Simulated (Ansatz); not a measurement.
Born–Oppenheimer molecular dynamics of a periodic cell of 16 atoms, WC (start crystal WC, start structure P-6m2, volume 1.05 times the crystal's). It goes on from the last frame of an earlier run, with new velocities.

Method: DFT PBE, scalar-relativistic, plane waves, PAW (Ansatz). Settings: accuracy low, PAW set soft_1, cutoff 420 eV, k mesh 2x2x2, fermi-dirac smearing 0.17 eV, no spin polarisation.

```yaml
ensemble: NPT, Langevin
time_step: 1 fs
steps_asked: 200
set_temperature: 1400 K
friction: 0.02 /fs
pressure: 20 GPa
seed: 705197
```

First frame:

```xyz
16
Lattice="-2.9449 -5.1007 0.0000 4.4174 -2.5504 0.0000 0.0000 0.0000 5.7522" Properties=species:S:1:pos:R:3
W 0.043 -5.148 0.079
C 1.615 -4.390 1.708
W 0.095 -5.097 3.053
C 1.634 -4.491 4.644
W -1.429 -2.676 0.088
C 0.145 -1.800 1.313
W -1.354 -2.575 2.817
C 0.144 -1.767 4.340
W 1.568 -2.558 0.027
C 3.141 -1.895 1.545
W 1.620 -2.660 3.014
C 3.119 -1.629 4.449
W -0.003 -0.132 0.005
C -1.445 -4.492 1.554
W 0.235 0.027 2.976
C -1.211 -4.182 4.422
```

What does the run give?

All steps were run.

* steps done: 200
* time covered: 200 fs
* mean temperature over the second half: 1267 K
* spread of the potential energy over the second half: 33.5 meV per atom
* mean potential energy of the second half above the start: -70.0 meV per atom
* mean pressure over the second half: 17.2 GPa

The conserved energy stayed within 0.35 meV per atom of its start (net change 0.023 meV per atom), so the integration is sound. A run of 0.2 ps of so small a system gives no equilibrium averages. Limits of this set-up: coarse k mesh, low accuracy level. The cell's volume went from 173 to 167 Å³.

What happens to the structure?

Mean squared displacements from the first frame to the last, about the centre of mass, the cell's change included: W 0.02 Å², C 0.07 Å². The details hang on the random start.

How do temperature and energy run in time?


```
time (fs)  T (K)  potential energy less start (eV)  conserved less start (meV/atom)  P (GPa)  volume (Å³)
      0.0   1312                             0.000                             0.00      2.4        172.8
     10.0   1667                            -0.321                            -0.04      6.8        170.7
     20.0   2201                            -1.033                            -0.27     19.0        164.6
     30.0   1548                             0.522                             0.05     37.3        158.6
     40.0   1548                             0.400                             0.04     38.4        158.0
     50.0   1586                            -0.088                            -0.03     31.3        160.3
     60.0   1383                            -0.217                            -0.01     25.1        162.5
     70.0   1307                            -0.344                            -0.03     17.5        165.4
     80.0   1270                            -0.901                             0.02     10.9        167.9
     90.0   1719                            -2.096                            -0.15     11.7        166.6
    100.0   1329                            -0.691                             0.15     22.1        163.5
    110.0   1506                            -1.708                            -0.11     21.7        162.7
    120.0   1134                            -1.495                             0.09     16.2        164.7
    130.0   1229                            -1.640                             0.07      5.4        169.2
    140.0   1314                            -1.659                             0.03      2.8        170.8
    150.0   1190                            -0.734                             0.03      9.0        168.8
    160.0   1145                            -0.284                             0.12     16.4        165.7
    170.0   1461                            -0.907                            -0.07     28.7        160.6
    180.0    772                            -0.207                             0.26     30.7        160.2
    190.0   1239                            -1.294                            -0.05     21.9        163.0
    200.0   1200                            -1.691                             0.02     11.4        166.8
```

Run time: 16 min on 1 thread of Arm Neoverse V2, on a shared host, peak memory 0.53 GiB.
